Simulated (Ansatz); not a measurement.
TiSi$_{2}$ under pressure: fit and missing row

TiSi$_{2}$, Cmcm, a = 3.517 Å, b = 13.348 Å, c = 3.556 Å. This isn't the usual stable structure of the compound. Ansatz: PBEsol, PAW, 420 eV, Γ-centred 10×10×10 mesh on 6 atoms, Gaussian smearing 0.10 eV; no spin polarisation. Cell and atoms are relaxed at each pressure, and no other structure is tried, so the rows at high pressure may lie past a change of phase.

```
V (Å³/atom) P (GPa)
          ?    89.99
     11.099    50.01
     12.140    24.99
     12.910    12.00
     13.532     4.00
     13.811     0.99
     13.910    -0.01
     14.011    -0.99
```

Take V0 = 13.910 Å³/atom, count pressures from its P0 = -0.01 GPa, fit the third-order Birch–Murnaghan form to the other rows, and predict the missing volume.

With the Eulerian strain f = ½[(V0/V)^(2/3) − 1] and y = (P − P0)/[3f(1 + 2f)^(5/2)], the form is the line y = B0 + 1.5 B0 (B0′ − 4) f. Rows (f, y): 0.08121, 140.9; 0.04749, 139.9; 0.02550, 138.6; 0.00927, 137.7; 0.00239, 137.8; -0.00241, 137.2. Means f = 0.02724, y = 138.68; Σ(Δf)² = 0.005145, ΣΔfΔy = 0.2280; the slope is their ratio. y = 137.5 + 44.31 f GPa, so B0 = 137.5 GPa and B0′ = 4 + 2 × (44.31)/(3 × 137.5) = 4.21. P = 89.99 GPa is met at f = 0.12175 (y = 142.89), so V = V0 (1 + 2f)^(−3/2) = 10.031 Å³/atom. The run gave 10.010 Å³/atom, so the fit is 0.021 Å³/atom too high, 0.52 % of the span of the series, against an rms of 0.001 Å³/atom on the fitted rows. The row lies outside the fitted range. The points of y bend away from a line: a fourth-order term fitted to them gives P = 90.34 GPa at this row's volume (the line 90.98, the run 89.99). Also, this row ran on the mesh 12×12×12, its neighbour on 12×12×10, which can shift it a little.

The mesh isn't the same in all rows (10×10×10, 12×12×10, 12×12×12).